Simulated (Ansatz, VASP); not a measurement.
# Al in VASP and in Ansatz

File INCAR:

```
SYSTEM = Al
ALGO = Normal ; EDIFF = 1E-7
ENCUT = 520 ; GGA = PE
ISIF = 2 ; ISMEAR = 0
LASPH = .TRUE. ; LCHARG = .FALSE.
LREAL = .FALSE. ; LWAVE = .FALSE.
NBANDS = 8 ; NELM = 100
PREC = Accurate ; SIGMA = 0.1
```

File KPOINTS:

```
k-points
0
G
  10 10 10
  0 0 0
```

POSCAR

```
Al
1.0
    0.0000000000      2.0194648466      2.0194648466
    2.0194648466      0.0000000000      2.0194648466
    2.0194648466      2.0194648466      0.0000000000
Al
1
Direct
    0.0000000000      0.0000000000      0.0000000000
```

Input for Ansatz:

```yaml
crystal:
  lattice:
    - [0.0, 2.0194648466, 2.0194648466]
    - [2.0194648466, 0.0, 2.0194648466]
    - [2.0194648466, 2.0194648466, 0.0]
  atoms:
    - { symbol: Al, position: [0.0, 0.0, 0.0] }
basis:
  ecutwfc: 420
kpoints:
  mp_grid: { grid: [10, 10, 10] }
hamiltonian:
  xc: pbe
scf:
  occupations: { method: gaussian, width: 0.1 }
output:
  forces: true
  stress: true
  eigenvalues: true
```

Alike in both runs: task single point; functional PBE; k mesh 10 × 10 × 10; occupations gaussian, width 0.1 eV; no spin polarisation.

```csv
,VASP,Ansatz
version,VASP 6.6.1,Ansatz 0.2.0
potentials or method,"VASP PAW PBE potentials, release 64 (Al)","scalar-relativistic, plane waves, PAW"
plane-wave cutoff (eV),520,420
valence electrons in the cell,3,3
```

|  | VASP | Ansatz | Ansatz less VASP |
| --- | --- | --- | --- |
| gap on the k mesh at the Fermi level (eV) | none | none | - |
| pressure (GPa) | -0.1 | 0.0 | +0.04 |

A gap of «none» marks a metal or a gap that the smearing closes. With one functional, cell and mesh, what is left measures potentials, basis and numerics.
